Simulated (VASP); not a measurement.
Crystal: HfO2.

```
Hf O
1.0
     5.21946    0.00000    0.00000
     0.00000    5.00476    0.00000
     0.00000    0.00000    5.03269
Hf O
4 8
Cartesian
  5.0472 3.6661 3.7314
  2.7820 3.6661 1.2151
  2.4375 1.3387 3.7314
  0.1723 1.3387 1.2151
  3.2994 4.6477 4.4251
  4.5298 4.6477 1.9087
  1.2211 2.7020 2.4776
  1.3886 2.7020 4.9939
  3.9984 2.3028 4.9939
  3.8308 2.3028 2.4776
  0.6896 0.3571 4.4251
  1.9201 0.3571 1.9087
```

Measurements of this composition are mostly on another form, of space group No. 14.

Base run:

* Program: VASP 6.6.1
* Functional: rSCAN
* Potentials or basis: VASP PAW PBE potentials, release 64 (Hf_pv, O)
* Cutoff: 520 eV
* k mesh: 4 × 5 × 4
* Occupations: fermi-dirac, width 0.05 eV
* Spin: no spin polarisation

Its results: band gap on the k mesh 5.00 eV, indirect (least direct gap 5.24 eV); pressure -0.5 GPa; largest force 0.022 eV/Å.

Problem. The run is repeated on the same cell with these changes: functional from rSCAN to SCAN; further incar settings from ALGO = Normal; EDIFF = 1e-06 to ALGO = Normal; EDIFF = 1e-07; NBANDS = 56. What comes out?

Solution. Band gap on the k mesh 4.93 eV, indirect (least direct gap 5.17 eV); pressure -2.4 GPa; largest force 0.093 eV/Å.

Caveats: the PAW data sets were made with another functional, which shifts forces and pressure a little; spin-orbit coupling is left out, which moves the levels of the heavy elements.

Not every run made on this cell is shown here.
